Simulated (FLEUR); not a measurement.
Crystal: HfO2.

```
CELL_PARAMETERS angstrom
3.55802 0.00000 0.00000
0.00000 3.55802 0.00000
0.00000 0.00000 5.17186
ATOMIC_POSITIONS crystal
Hf 0.00000 0.00000 0.00000
Hf 0.50000 0.50000 0.50000
O 0.00000 0.50000 0.19721
O 0.50000 0.00000 0.30279
O 0.50000 0.00000 0.80279
O 0.00000 0.50000 0.69721
```

Measurements of this composition are mostly on another form, of space group No. 14.

- Program: FLEUR MaX-R8.1 (later development tree)
- Task: single point
- Functional: PBE
- Potentials or basis: all-electron
- Basis: FLAPW
- Kmax: 5.37 1/bohr
- k mesh: 8 × 8 × 5
- Occupations: fermi-dirac, width 0.05 eV
- Spin: no spin polarisation
- Gmax: 16.7 1/bohr
- Muffin-tin radii: Hf 2.17, O 1.34 bohr
- lmax: Hf 9, O 8
- lnonsphr: Hf 9, O 8
- Local orbitals a species: Hf 4, O 3
- Max iterations: 60
- Mixing factor: 0.05
- Mixer: Anderson
- Mixer history: 15

On this cell: largest force 0.138 eV/Å; band gap on the k mesh 4.77 eV, indirect (least direct gap 4.83 eV).

The same run follows on a disturbed copy (atoms moved at random, drawn with an rms of 0.05 Å):

```
Hf O
1.0
     3.55802    0.00000    0.00000
     0.00000    3.55802    0.00000
     0.00000    0.00000    5.17186
Hf O
2 4
Direct
  0.00208 0.01029 0.01088
  0.51311 0.50310 0.49438
  0.98779 0.50715 0.19614
  0.50208 0.99534 0.29651
  0.49375 0.00212 0.81003
  0.99675 0.49559 0.69163
```

What does the disturbed cell give?

The energy moves by +20.6 meV/atom; largest force 1.607 eV/Å; band gap on the k mesh 4.57 eV, indirect (least direct gap 4.64 eV).

Forces in eV/Å, atoms in the order of the input:
```
Hf  -0.311 -0.120 -1.572
Hf  -0.579 -0.303  1.066
O    0.221 -0.194  0.445
O   -0.283  0.666  0.396
O    0.437 -0.107 -0.524
O    0.513  0.056  0.185
```

Caveats: spin-orbit coupling is left out, which moves the levels of the heavy elements; an odd mesh through Γ misses points on the zone boundary, where band edges often lie.
